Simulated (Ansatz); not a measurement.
**Fe, omega (AlB2-type): how the functional moves the structure**

All rows: Ansatz, plane waves with scalar-relativistic PAW, 420 eV (500 eV for the SCAN forms), relaxed under each functional, no dispersion correction, no zero-point motion. B₀ comes from uniform scaling at fixed shape; a dash is a value not given.

| functional | V (Å³/atom) | cell | B₀ (GPa) | magnetic state | ΔE to bcc (meV/atom) |
| --- | --- | --- | --- | --- | --- |
| PBE | 12.00 | a = 4.180 Å, c = 2.379 Å (c/a = 0.569) | 140 | ferromagnetic, net 2.47 μB per atom | 208 |
| r²SCAN | 12.27 | a = 4.209 Å, c = 2.399 Å (c/a = 0.570) | 163 | ferromagnetic, net 2.81 μB per atom | 144 |
| m-r²SCAN | 10.33 | a = 3.879 Å, c = 2.379 Å (c/a = 0.613) | - | ferrimagnetic, largest moment 1.18 μB in the atomic sphere | 92 |
| PBEsol | 10.03 | a = 3.809 Å, c = 2.393 Å (c/a = 0.628) | 310 | spin not included | 160 |
| LDA | 9.78 | a = 3.778 Å, c = 2.375 Å (c/a = 0.629) | - | ferrimagnetic, largest moment 0.53 μB in the atomic sphere | 31 |
| revPBE | 12.40 | a = 4.222 Å, c = 2.410 Å (c/a = 0.571) | 132 | ferromagnetic, net 2.58 μB per atom | 187 |
| RPBE | 12.55 | a = 4.237 Å, c = 2.421 Å (c/a = 0.571) | 129 | ferromagnetic, net 2.61 μB per atom | 179 |
| BLYP | 12.55 | a = 4.248 Å, c = 2.410 Å (c/a = 0.567) | 129 | ferromagnetic, net 2.51 μB per atom | 173 |

LDA gives the smallest volume and BLYP the largest.

m-r²SCAN is r²SCAN on the gauge-invariant kinetic-energy density; without spin polarisation the two are equal.
